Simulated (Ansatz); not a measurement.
**Formation energy of InSb**

The computed numbers are results of PBE, scalar-relativistic (no spin polarisation) in the plane-wave PAW code Ansatz at 420 eV, 6×6×10 k-mesh, Gaussian smearing of 0.05 eV. The datasets are Ansatz's generated set soft_2.

The chain of runs began from a cell as deposited in COD, expanded in volume. The relaxation changed the space group from Pmmn to Immm (read at 0.02 Å), so the results may not describe the measured structure.

The structure is orthorhombic, space group Immm (No. 71). Conventional cell: a = 3.290 Å, b = 5.620 Å, c = 6.117 Å, α = 90.00°, β = 90.00°, γ = 90.00°. In (site symmetry mmm) has 6 Sb at 3.06 to 3.26 Å and 2 In at 3.29 Å as nearest neighbours. Sb (site symmetry mmm) is surrounded by 6 In at 3.06 to 3.26 Å and 2 Sb at 3.29 Å. (Shells end 15 % past the nearest neighbour.)

The elements were computed in their standard states with the same datasets, cutoff and functional. Total energies depend on the potentials used, so only differences within one code and one set of settings carry meaning.

Energy of the relaxed cell (4 atoms, smearing extrapolated to zero): -24164.660 eV. Elements, in eV/atom: In -5597.847, Sb -6484.489.

Question: What is the formation energy?

Answer: [-24164.660 − (2 × -5597.847 + 2 × -6484.489)] / 4 = 0.00 eV/atom, or 0 kJ per mole of atoms.

The value is for 0 K, without zero-point energy. A positive value means that this structure is unstable even against the elements at this level.

These numbers lack spin–orbit coupling.
